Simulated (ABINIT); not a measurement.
Input of an ABINIT 10.8.3 (patched build) run:

The input run.abi:

```
# Datasets: ground state, then fixed potential
ndtset 2

# Pseudopotentials
pp_dirpath "./"
pseudos "Te.upf, Be.upf"

# Structure
acell 3*1.0
rprim
     0.0000000000     5.2345413652     5.2345413652
     5.2345413652     0.0000000000     5.2345413652
     5.2345413652     5.2345413652     0.0000000000
ntypat 2
znucl 52 4
natom 2
typat 1 2
xred
     0.7500000000     0.7500000000     0.7500000000
     0.0000000000     0.0000000000     0.0000000000

# Plane-wave basis
ecut 44.0

# Exchange and correlation
ixc 7

# Bands and occupations
occopt 3
tsmear 0.05 eV

# SCF cycle
nstep 100

# Output
iomode 3
prtwf 0
prteig 0
prtebands 0
enunit 1
prtden1 1

# Dataset 1
kptopt1 1
ngkpt1 8 8 8
nshiftk1 1
shiftk1 0.0 0.0 0.0
nband1 14
tolvrs1 1.0e-10

# Dataset 2: bands along G-X-W-K-G-L-U-W-L-K
iscf2 -2
getden2 1
nband2 20
nbdbuf2 4
tolwfr2 1.0e-11
kptopt2 -9
ndivsm2 6
prteig2 1
kptbounds2
     0.0000000000     0.0000000000     0.0000000000
     0.5000000000     0.0000000000     0.5000000000
     0.5000000000     0.2500000000     0.7500000000
     0.3750000000     0.3750000000     0.7500000000
     0.0000000000     0.0000000000     0.0000000000
     0.5000000000     0.5000000000     0.5000000000
     0.6250000000     0.2500000000     0.6250000000
     0.5000000000     0.2500000000     0.7500000000
     0.5000000000     0.5000000000     0.5000000000
     0.3750000000     0.3750000000     0.7500000000
```

Potentials or basis: PseudoDojo NC SR LDA v0.4.1 standard.

The run is started by

```console
$ abinit run.abi > log 2>&1
```

Problem. Estimate the band gap along the path.

Solution. 1.78 eV, indirect (least direct gap 3.60 eV).

Problem. What does it give for the band gap on the k mesh?

Solution. 1.78 eV, indirect (least direct gap 3.60 eV).

Levels at the corners of the path, in eV from the valence-band top:
| point | band 8 | band 9 | band 10 | band 11 | band 12 | band 13 |
| --- | --- | --- | --- | --- | --- | --- |
| Γ | 0.00 | 0.00 | 0.00 | 3.60 | 3.60 | 3.60 |
| X | -5.32 | -2.82 | -2.82 | 1.78 | 2.63 | 10.02 |
| W | -4.72 | -3.96 | -3.45 | 5.26 | 5.52 | 5.66 |
| K | -4.93 | -4.16 | -2.38 | 2.60 | 5.31 | 8.10 |
| Γ | 0.00 | 0.00 | 0.00 | 3.60 | 3.60 | 3.60 |
| L | -5.83 | -1.20 | -1.20 | 3.21 | 4.59 | 4.59 |
| U | -4.93 | -4.16 | -2.38 | 2.60 | 5.31 | 8.10 |
| W | -4.72 | -3.96 | -3.45 | 5.26 | 5.52 | 5.66 |
| L | -5.83 | -1.20 | -1.20 | 3.21 | 4.59 | 4.59 |
| K | -4.93 | -4.16 | -2.38 | 2.60 | 5.31 | 8.10 |

Caveat: spin-orbit coupling is left out, which moves the levels of the heavy elements. Expect the measured gap to be larger: semilocal functionals such as LDA lack the derivative discontinuity.
